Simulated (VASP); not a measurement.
Here is a VASP 6.6.1 calculation.

Contents of INCAR:

```
PREC = Accurate ; ENCUT = 600
EDIFF = 1E-6 ; ISMEAR = -1
SIGMA = 0.05 ; LREAL = False
LASPH = True ; NELM = 100
ALGO = Fast ; ISIF = 3
LWAVE = False ; LCHARG = False
GGA = RP ; IBRION = 2
NSW = 40 ; EDIFFG = -0.005
```

Contents of KPOINTS:

```
regular mesh
0
Gamma
  10 10 5
```

The input POSCAR:

```
TaN
1.0
    2.9217699809      0.0000000000      0.0000000000
   -1.4608849905      2.5303270275      0.0000000000
    0.0000000000      0.0000000000      5.9165150000
Ta N
2 2
Direct
    0.0000000000      0.0000000000      0.5000000000
    0.0000000000      0.0000000000      0.0000000000
    0.3333333333      0.6666666667      0.2500000000
    0.6666666667      0.3333333333      0.7500000000
```

Potentials or basis: VASP PAW PBE potentials, release 64 (Ta_pv, N).

Launch:

```sh
$ cat potpaw_PBE.64/Ta_pv/POTCAR potpaw_PBE.64/N/POTCAR > POTCAR
$ mpirun -np 1 vasp_std > vasp.out
```

Estimate the band gap on the k mesh.

none (metal or under the smearing width).

What does it give for the space group after relaxing (to 0.05 Å)?

P6_3/mmc (No. 194).

Predict the relaxed cell.

a = 2.934 Å, b = 2.934 Å, c = 5.945 Å, α = 90.00°, β = 90.00°, γ = 120.00°.

Final structure:
```
CELL_PARAMETERS angstrom
2.93373 0.00000 0.00000
-1.46687 2.54069 0.00000
0.00000 0.00000 5.94479
ATOMIC_POSITIONS crystal
Ta 0.00000 0.00000 0.50000
Ta 0.00000 0.00000 0.00000
N 0.33333 0.66667 0.25000
N 0.66667 0.33333 0.75000
```

 Spin-orbit coupling is left out, which matters for the levels of Ta.
